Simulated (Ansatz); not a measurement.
Cubic perovskite LaAlO3 (cubic high-temperature phase) was calculated with LDA in Ansatz (PAW).

Settings: plane-wave cutoff 520 eV, 10×10×10 k mesh, Fermi–Dirac smearing 0.01 eV, scalar-relativistic PAW data made under PBE.

Pressure at four volumes; x = ln(V/10.449 Å³). One pressure is withheld.

| V (Å³/atom) | x | P (GPa) |
|---|---|---|
| 9.822 | -0.0619 | ? |
| 10.031 | -0.0408 | 9.91 |
| 10.449 | 0.0000 | -0.01 |
| 11.076 | 0.0583 | -11.50 |

Task: Pass a parabola P(x) through the three rows shown, estimate the bulk modulus and its pressure derivative near zero pressure, and predict the withheld pressure.

Result: Slopes between the rows: (-0.01 − (9.91))/(0.0000 − (-0.0408)) = -243.14 and (-11.50 − (-0.01))/(0.0583 − (0.0000)) = -197.08 GPa. Their difference over the span 0.0991 is c = 46.06/0.0991 = 464.8 GPa, so P(x) = 9.91 + (-243.14)(x − (-0.0408)) + 464.8 (x − (-0.0408))(x − (0.0000)). At the middle row B = −dP/dx = −[-243.14 + 464.8 × 0.0408] = 224.2 GPa, and B′ = dB/dP = 2c/B = 4.1. At x = -0.0619 the parabola gives 15.65 GPa; the run gives 15.72 GPa. The Birch–Murnaghan fit to the energies at all volumes has B0 = 223 GPa and B′ = 4.2.

Measured, for comparison: bulk modulus 215 ± 4 GPa (room temperature, no zero-point or thermal correction, cubic phase above 14 GPa, extrapolated to zero pressure; as tabulated in Guennou et al. (2011), arXiv:1105.1276). Computed less measured: bulk modulus +3.7 %. A static lattice is as a rule a little smaller and stiffer than an uncorrected measurement, which can account for part of this in the bulk modulus.

Note: the relaxation could not lower the start's symmetry, so the cell can be a saddle point above a distorted one.

Spin–orbit coupling is not included.

Ansatz is a first-principles code.
